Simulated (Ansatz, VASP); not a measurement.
**Two plane-wave programs on AlN**

```
Al N
1.0
     3.08862    0.00000   -0.46329
    -1.54431    2.67482    0.23165
    -0.74154    0.00000    4.74584
Al N
2 2
Direct
  0.35196 0.66609 0.00358
  0.68587 0.33391 0.50358
  0.32456 0.68696 0.38142
  0.63760 0.31304 0.88142
```

Change from the starting cell: engineering shear strain xz -0.3000, normal strain along z -0.0400.

Alike in both runs: functional LDA; k mesh 9 × 9 × 6; occupations gaussian, width 0.05 eV; no spin polarisation.

Ansatz relaxed the structure, and its values are those at the end. VASP's run is a single point on that final structure, the one shown.

|  | VASP | Ansatz |
| --- | --- | --- |
| version | VASP 6.6.1 | Ansatz 0.2.0 |
| potentials or method | VASP PAW LDA potentials, release 64 (Al, N) | scalar-relativistic, plane waves, PAW |
| plane-wave cutoff (eV) | 520 | 520 |
| valence electrons in the cell | 16 | 16 |

|  | VASP | Ansatz | Ansatz less VASP |
| --- | --- | --- | --- |
| gap on the k mesh at the Fermi level (eV) | 2.61 | 2.61 | -0.003 |
| least direct gap on the mesh (eV) | 2.61 | 2.61 | -0.003 |
| pressure (GPa) | 12.3 | 11.5 | -0.81 |
| rms of the force components (eV/Å) | 0.023 | 0.003 | -0.0197 |

Ansatz warned: «pseudo_functional_mismatch».

Caveats: an odd mesh through Γ misses points on the zone boundary, where band edges often lie.
